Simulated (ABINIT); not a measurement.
Input of an ABINIT 10.8.3 (patched build) run:

The input run.abi:

```
# Datasets: one volume each
ndtset 7
getwfk -1
scalecart1 3*0.9795861087
scalecart2 3*0.9864848297
scalecart3 3*0.9932883884
scalecart4 3*1.0000000000
scalecart5 3*1.0066227096
scalecart6 3*1.0131594038
scalecart7 3*1.0196128224

# Pseudopotentials
pp_dirpath "./"
pseudos "In.GGA_PBE-JTH_sp.xml, As.GGA_PBE-JTH_sp.xml"

# Structure
acell 3*1.0 Angstrom
rprim
     0.0000000000     3.0180000000     3.0180000000
     3.0180000000     0.0000000000     3.0180000000
     3.0180000000     3.0180000000     0.0000000000
ntypat 2
znucl 49 33
natom 2
typat 1 2
xred
     0.0000000000     0.0000000000     0.0000000000
     0.7500000000     0.7500000000     0.7500000000

# Plane-wave basis
ecut 408.170794 eV
pawecutdg 30.0
pawovlp 30

# k points
kptopt 1
ngkpt 8 8 8
nshiftk 1
shiftk 0.0 0.0 0.0

# Exchange and correlation
ixc 14

# Bands and occupations
nband 8
occopt 3
tsmear 0.05 eV

# SCF cycle
nstep 100
tolvrs 1.0e-9

# Output
iomode 3
prtwf 1
prtden 0
prteig 0
prtebands 0
```

Potentials or basis: JTH PAW PBE v2.0 sp.

Launch:

```bash
$ abinit run.abi > log 2>&1
```

(1) Predict the equilibrium volume.

(2) Estimate the bulk modulus.

Answers

(1) 30.75 Å³/atom (rough: see the caveat).

(2) 47 GPa (rough).

Caveat: the cutoff is too short for stress, so the log's stress isn't used; pressures at fixed basis lie under the slope of the energies; the minimum lies outside the volumes run; the PAW data sets were made with another functional, which shifts forces and pressure a little; this set keeps more shells in the core, which shifts pressures and gaps; the atomic spheres overlap.
